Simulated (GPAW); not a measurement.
Here is a GPAW 26.7.0 calculation.

File run.py:

```python
import numpy as np
from ase import Atoms
from ase.dft.bandgap import bandgap
from ase.io import write
from ase.units import GPa
from gpaw import GPAW, PW, setup_paths
from gpaw.spinorbit import soc_eigenstates

setup_paths.insert(0, '.')

atoms = Atoms(['Zr', 'B', 'B'],
              cell=[[3.17, 0.0, 0.0],
                    [-1.585, 2.74530053, 0.0],
                    [0.0, 0.0, 3.533]],
              scaled_positions=[[0.0, 0.0, 0.0],
                                [0.6666666667, 0.3333333333, 0.5],
                                [0.3333333333, 0.6666666667, 0.5]],
              pbc=True)

calc = GPAW(mode=PW(800),
            xc='PBEsol',
            kpts={'size': (10, 10, 8), 'gamma': True},
            occupations={'name': 'fermi-dirac', 'width': 0.05},
            nbands=20,
            convergence={'density': 1e-05, 'energy': 1e-05},
            maxiter=150,
            txt='gpaw.txt')
atoms.calc = calc
energy = atoms.get_potential_energy()
forces = atoms.get_forces()
stress = atoms.get_stress()
calc.write('gs.gpw')
write('result.traj', atoms)
print(f'Energy: {energy:.6f} eV')
print('Forces (eV/A):')
print(forces.round(4))
print('Stress (GPa):', (stress / GPa).round(3))
print('Fermi level:', round(calc.get_fermi_level(), 4), 'eV')
print(f'Gap: {bandgap(calc)[0]:.4f} eV, direct: {bandgap(calc, direct=True)[0]:.4f} eV')

path = atoms.cell.bandpath('GMKGALHA,LM,KH', npoints=60, eps=1e-4)
bs_calc = calc.fixed_density(kpts=path, symmetry='off', nbands=31,
                             convergence={'bands': 'CBM+6.0', 'eigenstates': 1e-6}, txt='bands.txt')
bs = bs_calc.band_structure()
bs.write('bs.json')
print(f'Gap on the path: {bandgap(bs_calc)[0]:.4f} eV')

soc = soc_eigenstates(bs_calc, theta=0, phi=0)
np.savetxt('soc_bands.dat', soc.eigenvalues(), fmt='%.4f')
mesh = soc_eigenstates('gs.gpw', theta=0, phi=0)
np.savetxt('soc_mesh.dat', mesh.eigenvalues(), fmt='%.4f')
print('Fermi level with spin-orbit coupling:', round(mesh.fermi_level, 4), 'eV')
```

Potentials or basis: PAW data sets generated in the run's folder for this functional, pw.

The run is started by

```bash
$ gpaw-setup -f PBEsol B Zr
$ OMP_NUM_THREADS=1 python run.py
```

(1) Predict the pressure.

(2) Predict the band gap along the path.

## Answers

(1) -4.8 GPa.

(2) none (metal or under the smearing width).

Caveat: spin-orbit coupling was added after a scalar SCF, so levels and gaps hold it while energy, forces, pressure and moments don't; this program's spin-orbit splittings come out too wide for heavy elements.
